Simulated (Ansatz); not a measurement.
# HfSiO4: the cost of one run

Program: Ansatz 0.2.0. Level of theory: DFT, PBE, plane-wave PAW, default files, scalar-relativistic, as far as a step names no other. These are calculated values, not measurements.

### Step 1. The structure to begin with

It takes space group I4_1/amd (No. 141, tetragonal). Conventional cell: a = 6.572 Å, b = 6.572 Å, c = 5.963 Å, α = 90.00°, β = 90.00°, γ = 90.00°. Hf (site symmetry -4m2) has 8 O at 2.11 to 2.26 Å as nearest neighbours. Si (site symmetry -4m2) is surrounded by 4 O at 1.62 Å. O (site symmetry m) has 1 Si at 1.62 Å and 2 Hf at 2.11 to 2.26 Å as nearest neighbours.

Coordinates:

```
CELL_PARAMETERS angstrom
-3.28625 3.28625 2.98160
3.28625 -3.28625 2.98160
3.28625 3.28625 -2.98160
ATOMIC_POSITIONS crystal
Hf 0.75000 0.25000 0.50000
Hf 0.00000 0.00000 0.00000
Si 0.25000 0.75000 0.50000
Si 0.50000 0.50000 0.00000
O 0.13530 0.31980 0.81550
O 0.06980 0.75430 0.68450
O 0.50430 0.31980 0.18450
O 0.06980 0.38530 0.31550
O 0.61470 0.93020 0.68450
O 0.68020 0.86470 0.18450
O 0.24570 0.93020 0.31550
O 0.68020 0.49570 0.81550
```

The earlier run gave: gap on the mesh 5.45 eV, largest force 0.335 eV/Å, pressure 7.5 GPa.

Site by site (atoms counted from 1):

| site | atoms | first shell | V_zz (10²¹ V/m²) | η | C_Q (MHz) |
| --- | --- | --- | --- | --- | --- |
| Hf | 1, 2 | 8 O at 2.11–2.26 Å | 13.07 | 0.00 | 1063 (¹⁷⁷Hf) |
| Si | 3, 4 | 4 O at 1.62 Å | -2.11 | 0.00 | – |
| O | 5, 6, 7, 8, … | 1 Si at 1.62 Å, 2 Hf at 2.11–2.26 Å | 4.69 | 0.87 | -2.90 (¹⁷O) |

V_zz is the principal component of the electric field gradient with the largest magnitude, η = (V_xx − V_yy)/V_zz and C_Q = eQV_zz/h. Quadrupole moments are those of Pyykkö's year-2017 table. A dash under C_Q marks elements without a common quadrupolar isotope.

### Step 2. Ions relaxed at fixed cell

Contents of input.yaml:

```yaml
crystal:
  lattice:
    - [-3.28625, 3.28625, 2.9816]
    - [3.28625, -3.28625, 2.9816]
    - [3.28625, 3.28625, -2.9816]
  atoms:
    - { symbol: Hf, position: [0.75, 0.25, 0.5] }
    - { symbol: Hf, position: [0.0, 0.0, 0.0] }
    - { symbol: Si, position: [0.25, 0.75, 0.5] }
    - { symbol: Si, position: [0.5, 0.5, 0.0] }
    - { symbol: O, position: [0.1353, 0.3198, 0.8155] }
    - { symbol: O, position: [0.0698, 0.7543, 0.6845] }
    - { symbol: O, position: [0.5043, 0.3198, 0.1845] }
    - { symbol: O, position: [0.0698, 0.3853, 0.3155] }
    - { symbol: O, position: [0.6147, 0.9302, 0.6845] }
    - { symbol: O, position: [0.6802, 0.8647, 0.1845] }
    - { symbol: O, position: [0.2457, 0.9302, 0.3155] }
    - { symbol: O, position: [0.6802, 0.4957, 0.8155] }
kpoints:
  mp_grid: { grid: [7, 7, 7] }
scf:
  occupations: { method: fermi_dirac, width: 0.02 }
hamiltonian:
  xc: pbe
  pseudopotentials: { kind: paw }
output:
  forces: true
  stress: true
  populations: true
  efg:
    quadrupole_moments_barn: { Hf: 3.365, O: -0.02558 }
    contact_densities: true
  write_density: true
  write_potential: true
  elf: true
  volumetric_format: npy
relax:
  f_tol: 0.02
  max_steps: 60
```

The run is started by

```
> ansatz run input.yaml --threads 4 --pin off --max-ram 8192MiB --backend cpu --events-out ev --progress --plain --runs-dir out
```

Q: Estimate wall time and peak memory on 4 threads of Intel Xeon Platinum 8488C (Sapphire Rapids), shared host.

About 14 s, with a peak of 0.76 GiB.
